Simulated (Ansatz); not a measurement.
**Bi2TeSe2 and the effect of spin-orbit coupling**

```cif
data_structure
_symmetry_space_group_name_H-M 'P 1'
_symmetry_Int_Tables_number 1
_cell_length_a 10.0081
_cell_length_b 10.0081
_cell_length_c 10.0081
_cell_angle_alpha 24.125
_cell_angle_beta 24.125
_cell_angle_gamma 24.125
_cell_volume 147.17
loop_
_atom_site_label
_atom_site_type_symbol
_atom_site_fract_x
_atom_site_fract_y
_atom_site_fract_z
_atom_site_occupancy
Bi1 Bi 0.60194 0.60194 0.60194 1
Bi2 Bi 0.39806 0.39806 0.39806 1
Te1 Te 0.00000 0.00000 0.00000 1
Se1 Se 0.78840 0.78840 0.78840 1
Se2 Se 0.21160 0.21160 0.21160 1
```

The cell comes from a database or a generator and needn't be the form met in nature.

Kept alike: task band structure; functional PBEsol; k mesh 7 × 7 × 7; occupations fermi-dirac, width 0.05 eV. Program: Ansatz, Ansatz PAW, cutoff 420 eV. The mesh is that of the run's cell of 5 atoms.

```csv
spin-orbit coupling,band gap (eV)
off,0.427
on,0.174
```

Gaps are the smaller of the mesh's and the band path's. All rows use potentials made for PBE.

Q: What does spin-orbit coupling change here?

A: The band gap runs from 0.174 (on) to 0.427 eV (off). Spin-orbit coupling splits p and d bands at the edges, and the more so the heavier the atoms.
